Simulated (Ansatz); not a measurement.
## Structure types of Ge compared at 390 GPa

Structure types of Ge are relaxed in primitive cells with their symmetry kept at 390 GPa, first on PAW files, then by LAPW. The enthalpy is E + pV at zero temperature, without zero-point motion. Only the types listed were tried, and differences under about 5 meV/atom are mesh noise. The real phase may be another.

All numbers are PBE results (scalar-relativistic) from Ansatz 0.2.0, with Fermi–Dirac smearing of 0.1 eV, no spin polarisation. Methods: LAPW: all electrons, basis error target 0.5 meV/atom; PAW: frozen-core files, cutoff 420 eV.

k meshes: bcc 21×21×21, hcp 19×19×11, beta tin 20×20×20, simple hexagonal 20×20×19, diamond 15×15×15.

```tsv
start type	ends as	a, b, c (Å)	V (Å³/atom)	H − H(lowest), LAPW (meV/atom)
bcc	bcc, Im-3m	2.537, 2.537, 2.537	8.17	?
hcp	hcp, P6_3/mmc	2.254, 2.254, 3.697	8.13	0.0
beta tin	beta tin, I4_1/amd	3.955, 3.955, 2.144	8.38	544.3
simple hexagonal	simple hexagonal, P6/mmm	2.173, 2.173, 2.037	8.33	?
diamond	diamond, Fd-3m	4.271, 4.271, 4.271	9.74	5275.1
```

Problem. What belongs in the row "bcc", column "H − H(lowest), LAPW (meV/atom)"?

Solution. 73.7.

Problem. Fill in "H − H(lowest), LAPW (meV/atom)" for the row "simple hexagonal".

Solution. 424.8.

Problem. Split the lead of hcp over bcc into energy and pV.

Solution. For bcc less hcp: ΔE = -15.9 meV/atom, and p·ΔV = 390 GPa × +0.0368 Å³ × 6.242 meV/(GPa·Å³) = +89.5 meV/atom, together 73.6 meV/atom. hcp wins by its smaller volume, against the internal energy.
